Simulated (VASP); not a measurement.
Runs of VASP 6.6.1 on Gd. The structure is cubic, space group Fm-3m (No. 225). Conventional cell: a = 5.172 Å, b = 5.172 Å, c = 5.172 Å, α = 90.00°, β = 90.00°, γ = 90.00°. Around Gd (site symmetry m-3m) lie 12 Gd at 3.66 Å. This isn't the form of Gd at room conditions, which is hcp.

```tsv
task	level	potentials or basis	cell	k mesh	cutoff (eV)	smearing	grid for exact exchange (PRECFOCK)	screening parameter	other keys	gap on the mesh (eV)	pressure (GPa)	moment (μB)
single point	PBE	VASP PAW PBE potentials, release 64 (Gd)	as given	9 × 9 × 9	520	fermi-dirac 0.05 eV	-	-	-	none	(b)	7.59
single point	RPBE	VASP PAW PBE potentials, release 64 (Gd)	as given	9 × 9 × 9	520	gaussian 0.02 eV	-	-	-	none	1.0	7.79
single point	PBE	VASP PAW PBE potentials, release 64 (Gd)	as given	19 × 19 × 19	900	gaussian 0.1 eV	-	-	-	none	(a)	7.53
single point	PBE	VASP PAW PBE potentials, release 64 (Gd_3), 4f in core	as given	9 × 9 × 9	600	gaussian 0.05 eV	-	-	-	none	-2.2	(c)
relaxation of the atoms	HSE06	VASP PAW PBE potentials, release 64 (Gd_3), 4f in core	atoms relaxed from: volume scaled by 1.25	6 × 6 × 6	520	methfessel-paxton 0.1 eV	Fast	0.2 1/A	k = 6 × 6 × 6; EDIFFG = -0.05; NBANDS = 8	none	-7.0	0.22
```

Alike in all rows: spin collinear, ferromagnetic start.

**Question.** Fill in the values left out.

**Answer.** (a) -1.2; (b) -1.3; (c) 0.05.

Caveats: spin-orbit coupling is left out, which moves the levels of the heavy elements; the PAW data sets were made with another functional, which shifts forces and pressure a little (some runs); the 4f electrons are frozen in the core as for a trivalent ion, so they carry no moment and show no levels (some runs); the relaxation stopped at its first step, so nothing moved (some runs).

A k mesh can miss the band edges, and the runs leave out spin-orbit coupling on Gd.

A gap of «none» marks a metal or a gap under the smearing width.

The runs don't all hold the same shells in valence.
